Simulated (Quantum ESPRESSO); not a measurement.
# TaN in Quantum ESPRESSO: the effect of target pressure

The system is TaN.

```
Ta N
1.0
     0.00000    2.21132    2.21132
     2.21132    0.00000    2.21132
     2.21132    2.21132    0.00000
Ta N
1 1
Direct
  0.50000 0.50000 0.50000
  0.00000 0.00000 0.00000
```

The cell comes from a database or a generator and needn't be the stable form of this composition.

Alike in all runs:

| Quantity | Value |
| --- | --- |
| Program | Quantum ESPRESSO 7.5 |
| Task | relaxation of cell and atoms |
| Functional | PBEsol |
| Potentials or basis | GBRV 1.5 PBEsol |
| Cutoff | 871 eV |
| Density cutoff | 7007 eV |
| k mesh | 10 × 10 × 10 |
| Occupations | fermi-dirac, width 0.05 eV |
| Spin | no spin polarisation |

Each run relaxes the cell or the atoms first.

```csv
target pressure,relaxed volume (Å³/atom)
0 GPa,10.47
2 GPa,10.41
5 GPa,10.33
10 GPa,10.20
20 GPa,9.96
30 GPa,?
```

Task: What does the run with target pressure 30 GPa give?

Result: Relaxed volume 9.75 Å³/atom.

Worked out: In Murnaghan's law V^(-B') rises as a straight line in P. The other rows fit best with B' = 3.4, V0 = 10.47 Å³/atom and B0 = 369 GPa, which gives 9.74 Å³/atom at 30 GPa, against the run's 9.75.
